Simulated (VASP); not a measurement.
Set up this calculation in VASP 6.6.1, as the native input.

```yaml
Task: single point
Functional: PBEsol
Potentials_or_basis: VASP PAW PBE potentials, release 64 (Te, Sn_d)
Cutoff: 520 eV
k_mesh: 7 × 7 × 7
Occupations: fermi-dirac, width 0.05 eV
Spin: no spin polarisation
Ladder: free
Further_INCAR_settings: ALGO = Normal; EDIFF = 1e-07; NBANDS = 17
```

The structure of SnTe lies in POSCAR:

```
SnTe
1.0
    0.0000000000      3.1508500000      3.1508500000
    3.1508500000      0.0000000000      3.1508500000
    3.1508500000      3.1508500000      0.0000000000
Te Sn
1 1
Direct
    0.5000000000      0.5000000000      0.5000000000
    0.0000000000      0.0000000000      0.0000000000
```

The input as run:

INCAR

```
SYSTEM = SnTe
  ALGO = Normal
  EDIFF = 1E-7
  ENCUT = 520
  GGA = PS
  ISIF = 2
  ISMEAR = -1
  LASPH = .TRUE.
  LCHARG = .FALSE.
  LREAL = .FALSE.
  LWAVE = .FALSE.
  NBANDS = 17
  NELM = 60
  PREC = Accurate
  SIGMA = 0.05
```

KPOINTS

```
k-points
0
G
  7 7 7
  0 0 0
```

Potentials or basis: VASP PAW PBE potentials, release 64 (Te, Sn_d).

Launch:

```sh
$ cat potpaw_PBE.64/Te/POTCAR potpaw_PBE.64/Sn_d/POTCAR > POTCAR
$ mpirun -np 1 vasp_std > vasp.out
```

Results of the run:

| Item | Value |
| --- | --- |
| Pressure | -0.4 GPa |

Caveat: the PAW data sets were made with another functional, which shifts forces and pressure a little.

It took 24 s on 1 thread of Intel(R) Xeon(R) Platinum 8488C (Sapphire Rapids), on a shared host, peak memory 0.2 GiB.
